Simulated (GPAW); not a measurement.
**A GW chain in GPAW: AgCl (Chlorargyrite)**

The structure is cubic, space group Fm-3m (No. 225). The conventional cell has a = 5.470 Å, b = 5.470 Å, c = 5.470 Å, α = 90.00°, β = 90.00°, γ = 90.00°. Nearest to Ag lie 6 Cl at 2.74 Å. Cl has 6 Ag at 2.74 Å nearest. Farther neighbours and most contacts between anions are not listed.

```
method               : DFT, LDA, plane waves, PAW (and 1 further level or step)
program              : GPAW 26.7.0
settings of one run  : cutoff 450 eV, GPAW PAW setups 1.2.1 data release, 4×4×4 k-mesh, nbands 377
cost                 : 3 runs, 43 s in all on 4 MPI ranks of Arm Neoverse V1, shared host (the runs of this entry)
notes                : The database entry behind the starting cell differs from later determinations by our own check (an axis about 1.4 % short against later determinations). The cell and positions come from the Crystallography Open Database and are kept as given unless a step says otherwise. Limits: no spin-orbit coupling. Bands and cutoff are finite, so the gap is not at the basis limit. The miss can reach some tenths of an eV and take either sign; the mesh is an error of its own. The 4×4×4 mesh is coarse for this cell, which bears on the long-range parts of exchange and screening.
LDA gap              : 0.60 eV, indirect
G0W0 gap on the mesh : 1.83 eV
GW settings          : 4×4×4 mesh, 170 bands, screening to 150 eV, Godby-Needs plasmon pole
known limits         : not at the basis limit; d shell near the gap, gap tends to lie low; no spin-orbit coupling; coarse k mesh
```

G0W0 moves the gap on the mesh from 0.60 eV to 1.83 eV (+1.23 eV), with Z of 0.79 and 0.82 at the edges. Only 2 of the mesh's irreducible points were corrected, so a valley elsewhere could overtake.

[Paths, hosts, dates, memory and timing lines, banners, echoed tables and standing remarks are left out of the program output.]

[Logs are printed without paths, hosts, clocks, repeated set-up lines and the standing remarks that a program may print on its own settings, such as how far it seeks lower states.]

[Runs of the session that timed out or met a known fault of the program may be left out.]

[Hosts, paths, dates, database ids (printed as entryN), source tags and the programs' standing remarks are cut or masked in the printed files.]
